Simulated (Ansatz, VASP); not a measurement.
**Two plane-wave programs on Bi**

```
Bi
1.0
     4.53900    0.00000    0.00000
    -2.26950    3.93089    0.00000
     0.00000    0.00000   26.82900
Bi
3
Direct
  0.33333 0.66667 0.27955
  0.66667 0.33333 0.50000
  0.33333 0.66667 0.72045
```

Alike in both runs: task single point; functional PBE; k mesh 7 × 7 × 1; occupations fermi-dirac, width 0.05 eV; no spin polarisation.

|  | VASP | Ansatz |
| --- | --- | --- |
| version | VASP 6.6.1 | Ansatz 0.2.0 |
| potentials or method | VASP PAW PBE potentials, release 64 (Bi_d) | Ansatz PAW |
| plane-wave cutoff (eV) | 520 | 420 |
| valence electrons in the cell | 45 | 45 |

Ansatz gave:

| Quantity | Value |
| --- | --- |
| gap on the k mesh at the Fermi level (eV) | none |
| rms of the force components (eV/Å) | 0.015 |
| work function, face that differs most (eV) | 4.79 |

Task: What did VASP give for the same quantities?

Result: gap on the k mesh at the Fermi level (eV): none; rms of the force components (eV/Å): 0.015; work function, face that differs most (eV): 4.71.

Atom by atom the forces differ by 0.000 eV/Å (rms over components). A gap of «none» marks a metal or a gap that the smearing closes. The functional is the same, so the differences come from potentials, cutoffs and numerics.

Caveats: spin-orbit coupling is left out, which moves the levels of the heavy elements.
